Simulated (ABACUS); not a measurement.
Wanted: the native input for an ABACUS 3.10.1 run.

* Task: single point
* Functional: PBEsol
* Potentials or basis: PseudoDojo NC SR 0.4.1 PBEsol standard
* Cutoff: 1333 eV
* Density cutoff: 5333 eV
* Basis: plane waves
* k mesh: 11 × 11 × 11
* Occupations: fermi-dirac, width 0.05 eV
* Spin: collinear spin, ferromagnetic start
* Starting moments: [1.0, 0.0] μB
* Radial cutoff of the potentials (pseudo_rcut): 7 bohr
* SCF threshold on the density: 1e-08
* Max SCF steps: 100
* Eigensolver: dav
* Mixing: broyden
* Mixing share: 0.4
* Symmetry key: 1

Crystal: NiO.

```
Ni O
1.0
     0.00000    2.08590    2.08590
     2.08590    0.00000    2.08590
     2.08590    2.08590    0.00000
Ni O
1 1
Direct
  0.99963 0.98326 0.01952
  0.50305 0.49315 0.49605
```

The cell isn't the ideal one: atoms moved at random, drawn with an rms of 0.05 Å.

The input as run:

INPUT

```
INPUT_PARAMETERS
suffix              NiO
calculation         scf
basis_type          pw
pseudo_dir          ./
symmetry            1
dft_functional      pbesol
ecutwfc             98
pseudo_rcut         7
nspin               2
nbands              17
ks_solver           dav
smearing_method     fd
smearing_sigma      0.00367493
scf_thr             1e-08
scf_nmax            100
mixing_type         broyden
mixing_beta         0.4
cal_force           1
cal_stress          1
out_chg             1
out_pot             2
out_elf             1
```

STRU

```
ATOMIC_SPECIES
Ni 58.6934 Ni.upf
O 15.9990 O.upf

LATTICE_CONSTANT
1.8897261246

LATTICE_VECTORS
0.0000000000 2.0859016414 2.0859016414
2.0859016414 0.0000000000 2.0859016414
2.0859016414 2.0859016414 0.0000000000

ATOMIC_POSITIONS
Direct

Ni
0.0
1
-0.0003700000 -0.0167360000 0.0195200000 1 1 1 mag 1

O
0.0
1
0.5030520000 0.4931530000 0.4960460000 1 1 1 mag 0
```

KPT

```
K_POINTS
0
Gamma
11 11 11 0 0 0
```

Potentials or basis: PseudoDojo NC SR 0.4.1 PBEsol standard, plane waves.

Command:

```sh
$ OMP_NUM_THREADS=1 mpirun -np 4 abacus > log
```

Results of the run:

```yaml
Pressure: -6.4 GPa
Largest_force: 0.126 eV/Å
Band_gap_on_the_k_mesh: none (metal or under the smearing width)
Net_moment: 1.58 μB per cell
Absolute_moment: 1.59 μB per cell
```

Caveat: a cell with one magnetic atom can't hold antiferromagnetic order, which such compounds often take; semilocal functionals often make such compounds metallic where correlation or magnetic order opens a gap, which also shifts bond lengths.

Wall time 3.1 min on 4 MPI ranks on Intel(R) Xeon(R) 6975P-C (Granite Rapids) (shared host), peak memory 1 GiB a rank.
